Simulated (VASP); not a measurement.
# MnO2 (P-3m1) in VASP: notebook

One crystal, MnO2, is run at these levels: r2SCAN; tasks: single point.

All numbers are computed with VASP 6.6.1; they aren't measurements. Logs are shortened: lines on timing, memory, paths and dates and some standing lists are left out, and cuts for length are marked.

**1. The structure**

It takes space group P-3m1 (No. 164, trigonal). Conventional cell: a = 2.857 Å, b = 2.857 Å, c = 4.601 Å, α = 90.00°, β = 90.00°, γ = 120.00°. Around Mn (site symmetry -3m) lie 6 O at 1.90 Å. O (site symmetry 3m) has 3 Mn at 1.90 Å as nearest neighbours.

Measurements of this composition are mostly on another form, of space group No. 136.

**2. Single point, r2SCAN, collinear spin, ferromagnetic start**

INCAR reads:

```
SYSTEM = MnO2
ADDGRID = .False.
ALGO = Normal
EDIFF = 1E-6
ENCUT = 460
ISIF = 2
ISMEAR = 0
ISPIN = 2
LASPH = .True.
LCHARG = .False.
LMAXMIX = 4
LMIXTAU = .True.
LORBIT = 11
LREAL = Auto
LWAVE = .False.
MAGMOM = 4 0 0
METAGGA = R2SCAN
NBANDS = 24
NELM = 100
PREC = Accurate
SIGMA = 0.05
```

KPOINTS reads:

```
k-points
0
Gamma
  5 5 3
  0 0 0
```

POSCAR reads:

```
MnO2
1.0
    2.8565781804      0.0000000000      0.0000000000
   -1.4282890902      2.4738692722      0.0000000000
    0.0000000000      0.0000000000      4.6013740589
Mn O
1 2
Direct
    0.0186700000     -0.0033200000      0.4886240000
    0.3165570000      0.6444560000      0.7182440000
    0.6490790000      0.3390650000      0.3129550000
```

Potentials or basis: VASP PAW PBE potentials, release 64 (Mn_pv, O).

Started as:

```
cat potpaw_PBE.64/Mn_pv/POTCAR potpaw_PBE.64/O/POTCAR > POTCAR
mpirun -np 1 vasp_std > vasp.out
```

OUTCAR:

```text
SYSTEM = MnO2
   EDIFF = 1E-6
   ENCUT = 460
   ISIF = 2
   ISMEAR = 0
   ISPIN = 2
   LASPH = .True.
   LORBIT = 11
   LREAL = Auto
   METAGGA = R2SCAN
   NELM = 100
   PREC = Accurate

 Found     38 irreducible k-points:

 Following reciprocal coordinates:
            Coordinates               Weight
  0.000000  0.000000  0.000000      1.000000
  0.200000  0.000000  0.000000      2.000000
  0.000000  0.200000  0.000000      2.000000
 -0.200000  0.200000  0.000000      2.000000
  0.400000  0.000000  0.000000      2.000000
  0.000000  0.400000  0.000000      2.000000
   k-points           NKPTS =     38   k-points in BZ     NKDIM =     38   number of bands    NBANDS=     24
   number of dos      NEDOS =    301   number of ions     NIONS =      3
   total plane-waves  NPLWV =  12800
   dimension x,y,z NGX =    20 NGY =   20 NGZ =   32
   dimension x,y,z NGXF=    40 NGYF=   40 NGZF=   64
   ions per type =               1   2
   NGX,Y,Z   is equivalent  to a cutoff of  11.64, 11.64, 11.56 a.u.
   NGXF,Y,Z  is equivalent  to a cutoff of  23.28, 23.28, 23.12 a.u.
 SYSTEM =  MnO2
   PREC   = accura    normal or accurate (medium, high low for compatibility)
   ISTART =      0    job   : 0-new  1-cont  2-samecut
   ICHARG =      2    charge: 1-file 2-atom 10-const
   ISPIN  =      2    spin polarized calculation?
   LNONCOLLINEAR =      F non collinear calculations
   LSORBIT =      F    spin-orbit coupling
   LASPH  =      T    aspherical Exc in radial PAW
   ENCUT  =  460.0 eV  33.81 Ry    5.81 a.u.   5.00  5.00  8.05*2*pi/ulx,y,z
   NELM   =    100;   NELMIN=  2; NELMDL= -5     # of ELM steps
   EDIFF  = 0.1E-05   stopping-criterion for ELM
   LREAL  =      T    real-space projection
   EDIFFG = 0.1E-04   stopping-criterion for IOM
   NSW    =      0    number of steps for IOM
   IBRION =     -1    ionic relax: 0-MD 1-quasi-New 2-CG
   NFREE  =      0    steps in history (QN), initial steepest desc. (CG)
   ISIF   =      2    stress and relaxation
   ISYM   =      2    0-nonsym 1-usesym 2-fastsym
   POTIM  = 0.5000    time-step for ionic-motion
   TEBEG  =    0.0;   TEEND  =   0.0 temperature during run
   PSTRESS=    0.0 pullay stress
   NELECT =      25.0000    total number of electrons
   NUPDOWN=      -1.0000    fix difference up-down
   EMIN   =  10.00;   EMAX   =-10.00  energy-range for DOS
   EFERMI =   0.00;   METHOD = LEGACY
   ISMEAR =     0;   SIGMA  =   0.05  broadening in eV -4-tet -1-fermi 0-gaus
   EFERMI_NEDOS =   21; number of points for ismear=-14 and -15
   IALGO  =     38    algorithm
   IMIX   =      4    mixing-type and parameters
     AMIX     =   0.40;   BMIX     =  1.00
     AMIX_MAG =   1.60;   BMIX_MAG =  1.00
  volume/ion in A,a.u.               =      10.84        73.15
  Fermi-wavevector in a.u.,A,eV,Ry     =   1.499747  2.834111 30.602787  2.249241
  Thomas-Fermi vector in A             =   2.611337
   LORBIT       =     11    0 simple, 1 ext, 2 COOP (PROOUT), +10 PAW based schemes
   METAGGA = R2SCAN    functional components
   LHFCALC =     F    Hartree Fock is set to
   AEXX    =    0.0000 exact exchange contribution
   IVDW    =     0    specifies the selected vdW correction
   LEPSILON=     F    determine dielectric tensor
   LRPA    =     F    only Hartree local field effects (RPA)
 spin polarized calculation
 Gauss-broadening in eV      SIGMA  =   0.05
  energy-cutoff  :      460.00
  volume of cell :       32.52
 maximum number of plane-waves:       737
   NGX =  9   NGY =  9   NGZ = 17

 number of electron      25.0000003 magnetization       3.0000501

 Free energy of the ion-electron system (eV)
  ---------------------------------------------------
  ext. energy  EPLUGINS =         0.00000000
  ---------------------------------------------------
  free energy    TOTEN  =       -32.19132376 eV

  energy without entropy =      -32.19132376  energy(sigma->0) =      -32.19132376

 E-fermi :   2.7960     XC(G=0): -11.5340

 val. band max:        2.5885265238   @ k =   0.2000  -0.2000   0.3333
 cond. band min:       4.4690872843   @ k =   0.0000   0.0000   0.3333
 fundamental gap:      1.8805607604
 Fermi energy:         2.7960119018

 spin component 1

 k-point     1 :       0.0000    0.0000    0.0000
  band No.  band energies     occupation
      1     -49.6711      1.00000
      2     -49.6593      1.00000
      3     -49.6514      1.00000
      4     -17.9738      1.00000
      5     -15.3191      1.00000
      6      -3.8397      1.00000
[... 16 lines left out ...]
     23      26.2137      0.00000
     24      27.5399      0.00000

 k-point     2 :       0.2000    0.0000    0.0000
  band No.  band energies     occupation
      1     -49.7264      1.00000
      2     -49.6685      1.00000
      3     -49.6484      1.00000
      4     -17.5310      1.00000
      5     -15.4205      1.00000
      6      -3.6839      1.00000
[... 16 lines left out ...]
     23      25.6184      0.00000
     24      26.3019      0.00000

 k-point     3 :       0.0000    0.2000    0.0000
  band No.  band energies     occupation
      1     -49.7184      1.00000
      2     -49.6764      1.00000
      3     -49.6484      1.00000
      4     -17.5290      1.00000
      5     -15.4258      1.00000
      6      -3.7051      1.00000
[... 16 lines left out ...]
     23      25.6792      0.00000
     24      26.2995      0.00000

 k-point     4 :      -0.2000    0.2000    0.0000
  band No.  band energies     occupation
      1     -49.7140      1.00000
      2     -49.6776      1.00000
      3     -49.6484      1.00000
      4     -17.5495      1.00000
      5     -15.4091      1.00000
      6      -3.7769      1.00000
[... 16 lines left out ...]
     23      25.4818      0.00000
     24      26.2924      0.00000

 k-point     5 :       0.4000    0.0000    0.0000
  band No.  band energies     occupation
      1     -49.8187      1.00000
      2     -49.6886      1.00000
      3     -49.6344      1.00000
      4     -16.8285      1.00000
      5     -15.4718      1.00000
      6      -4.1951      1.00000
[... 16 lines left out ...]
     23      24.9995      0.00000
     24      26.2843      0.00000

 k-point     6 :       0.0000    0.4000    0.0000
  band No.  band energies     occupation
      1     -49.8101      1.00000
      2     -49.6978      1.00000
      3     -49.6336      1.00000
      4     -16.8219      1.00000
      5     -15.4860      1.00000
      6      -4.2502      1.00000
[... 16 lines left out ...]
     23      25.0932      0.00000
     24      26.2793      0.00000

 [... further k-points ...]

 spin component 2

 k-point     1 :       0.0000    0.0000    0.0000
  band No.  band energies     occupation
      1     -45.6880      1.00000
      2     -45.5589      1.00000
      3     -45.3739      1.00000
      4     -17.8380      1.00000
      5     -15.2808      1.00000
      6      -2.7610      1.00000
[... 16 lines left out ...]
     23      28.5090      0.00000
     24      28.7596      0.00000

 k-point     2 :       0.2000    0.0000    0.0000
  band No.  band energies     occupation
      1     -45.7544      1.00000
      2     -45.5815      1.00000
      3     -45.3614      1.00000
      4     -17.3774      1.00000
      5     -15.3882      1.00000
      6      -2.8027      1.00000
[... 16 lines left out ...]
     23      26.1831      0.00000
     24      28.0149      0.00000

 k-point     3 :       0.0000    0.2000    0.0000
  band No.  band energies     occupation
      1     -45.7511      1.00000
      2     -45.5854      1.00000
      3     -45.3608      1.00000
      4     -17.3757      1.00000
      5     -15.3932      1.00000
      6      -2.7935      1.00000
[... 16 lines left out ...]
     23      26.2425      0.00000
     24      28.0112      0.00000

 k-point     4 :      -0.2000    0.2000    0.0000
  band No.  band energies     occupation
      1     -45.7035      1.00000
      2     -45.6280      1.00000
      3     -45.3614      1.00000
      4     -17.3980      1.00000
      5     -15.3762      1.00000
      6      -2.7400      1.00000
[... 16 lines left out ...]
     23      26.0885      0.00000
     24      27.9833      0.00000

 k-point     5 :       0.4000    0.0000    0.0000
  band No.  band energies     occupation
      1     -45.8663      1.00000
      2     -45.6121      1.00000
      3     -45.3410      1.00000
      4     -16.6249      1.00000
      5     -15.4784      1.00000
      6      -3.2527      1.00000
[... 16 lines left out ...]
     23      25.6446      0.00000
     24      27.7769      0.00000

 k-point     6 :       0.0000    0.4000    0.0000
  band No.  band energies     occupation
      1     -45.8606      1.00000
      2     -45.6189      1.00000
      3     -45.3396      1.00000
      4     -16.6199      1.00000
      5     -15.4908      1.00000
      6      -3.2972      1.00000
[... 16 lines left out ...]
     23      25.7026      0.00000
     24      27.8442      0.00000

 [... further k-points ...]

------------------------ aborting loop because EDIFF is reached ----------------------------------------

  FORCE on cell =-STRESS in cart. coord.  units (eV):
  Direction    XX          YY          ZZ          XY          YZ          ZX
  --------------------------------------------------------------------------------------
  -------------------------------------------------------------------------------------
  Total        1.2614620      1.5387784      0.4601811      1.0321041      0.7876378     -1.2438369
  in kB       62.1547542     75.8186897     22.6740445     50.8538344     38.8084899    -61.2863311
  external PRESSURE =      53.5491628 kB  Pullay stress =       0.0000000 kB

 VOLUME and BASIS-vectors are now :
 -----------------------------------------------------------------------------
  energy-cutoff  :      460.00
  volume of cell :       32.52
      direct lattice vectors                 reciprocal lattice vectors
     2.856578180  0.000000000  0.000000000     0.350069187  0.202112539  0.000000000
    -1.428289090  2.473869272  0.000000000     0.000000000  0.404225078  0.000000000
     0.000000000  0.000000000  4.601374059     0.000000000  0.000000000  0.217326387

 POSITION                                       TOTAL-FORCE (eV/Angst)
 -----------------------------------------------------------------------------------
     -1.37021      2.46566      2.24834        -1.785496     -0.171880      3.771931
     -0.01620      1.59430      3.30491         0.100848      0.507079     -1.249795
      1.36986      0.83880      1.44002         1.684648     -0.335199     -2.522136
 -----------------------------------------------------------------------------------
    total drift:                               -0.014901     -0.007914      0.017375

  FREE ENERGIE OF THE ION-ELECTRON SYSTEM (eV)
  ---------------------------------------------------
  free  energy   TOTEN  =       -32.1913237621 eV

  energy  without entropy=      -32.1913237620  energy(sigma->0) =      -32.19132376

 total charge

# of ion       s       p       d       tot
------------------------------------------
    1        0.394   6.484   4.908  11.786
    2        1.597   3.401   0.000   4.999
    3        1.594   3.519   0.000   5.113
--------------------------------------------------
tot          3.585  13.405   4.908  21.898

 magnetization (x)

# of ion       s       p       d       tot
------------------------------------------
    1        0.029   0.040   2.831   2.900
    2        0.005  -0.028   0.000  -0.024
    3        0.004   0.058   0.000   0.061
--------------------------------------------------
tot          0.037   0.069   2.831   2.938
```

It took 3.2 min on 1 thread of Intel Xeon Platinum 8375C at 2.90GHz (Ice Lake), shared host; peak memory 0.17 GiB.

These settings aren't checked as converged: the numbers below hold their error.

Results:

```
Free energy                                           : -32.1913 eV
Pressure                                              : 5.4 GPa
Largest force                                         : 4.177 eV/Å
Band gap on the k mesh                                : 1.88 eV, indirect (least direct gap 1.97 eV)
Net moment                                            : 3.00 μB per cell
Site moments                                          : Mn +2.90; O -0.02, +0.06 μB
Valence electrons inside the program's atomic spheres : Mn 11.79; O 5.00, 5.11
```

Caveat: the k mesh is coarse (spacing up to 0.51 Å⁻¹), so the values aren't converged; the cutoff is under 1.25 times the usual one of these potentials, so pressure, stress and relaxed cells hold a basis-set (Pulay) error; the PAW data sets were made with another functional, which shifts forces and pressure a little; an odd mesh through Γ misses points on the zone boundary, where band edges often lie; a cell with one magnetic atom can't hold antiferromagnetic order, which such compounds often take.

**3. Single point, r2SCAN, collinear spin, ferromagnetic start**

INCAR, as its differences from that of step 2:

```diff
@@ -3,3 +3,3 @@
 ALGO = Normal
-EDIFF = 1E-6
+EDIFF = 0.01
 ENCUT = 460
@@ -13,3 +13,3 @@
 LORBIT = 11
-LREAL = Auto
+LREAL = .False.
 LWAVE = .False.
```

KPOINTS is that of step 2.

POSCAR reads:

```
MnO2
1.0
    2.8565781804      0.0000000000      0.0000000000
   -1.4282890902      2.4738692722      0.0000000000
    0.0000000000      0.0000000000      4.6013740589
Mn O
1 2
Direct
    0.0000000000      0.0000000000      0.5000000000
    0.3333333333      0.6666666667      0.7062925700
    0.6666666667      0.3333333333      0.2937074300
```

Potentials or basis: VASP PAW PBE potentials, release 64 (Mn_pv, O).

Started as:

```
cat potpaw_PBE.64/Mn_pv/POTCAR potpaw_PBE.64/O/POTCAR > POTCAR
mpirun -np 1 vasp_std > vasp.out
```

Run time: 73 s. Hardware: 1 thread of Intel Xeon Platinum 8375C at 2.90GHz (Ice Lake), shared host; peak memory 0.15 GiB.

The run converged, but some of its settings lie outside the range that counts as converged, so its numbers aren't taken as properties of the crystal.

What came out:

```yaml
Free_energy: -32.5360 eV
Pressure: 1.6 GPa
Largest_force: 0.005 eV/Å
Band_gap_on_the_k_mesh: 1.99 eV, indirect (least direct gap 2.03 eV)
Net_moment: 3.00 μB per cell
Site_moments: Mn +2.94; O +0.00 μB
Valence_electrons_inside_the_program's_atomic_spheres: Mn 11.72; O 5.04
```

Caveat: the k mesh is coarse (spacing up to 0.51 Å⁻¹), so the values aren't converged; the cutoff is under 1.25 times the usual one of these potentials, so pressure, stress and relaxed cells hold a basis-set (Pulay) error; the PAW data sets were made with another functional, which shifts forces and pressure a little; an odd mesh through Γ misses points on the zone boundary, where band edges often lie; a cell with one magnetic atom can't hold antiferromagnetic order, which such compounds often take.

**4. For comparison**

An earlier run on the cell as given: functional PBE; potentials or basis VASP PAW PBE potentials, release 64 (Mn_pv, O); cutoff 520 eV; k mesh 11 × 11 × 6; occupations fermi-dirac, width 0.05 eV; collinear spin, ferromagnetic start; starting moments [4.0, 0.0, 0.0] μB.

* Pressure: 5.8 GPa
* Largest force: 0.310 eV/Å
* Band gap on the k mesh: 0.81 eV, indirect (least direct gap 0.87 eV)
* Net moment: 3.00 μB per cell
* Site moments: Mn +2.83; O +0.04 μB
* Valence electrons inside the program's atomic spheres: Mn 11.75; O 5.00
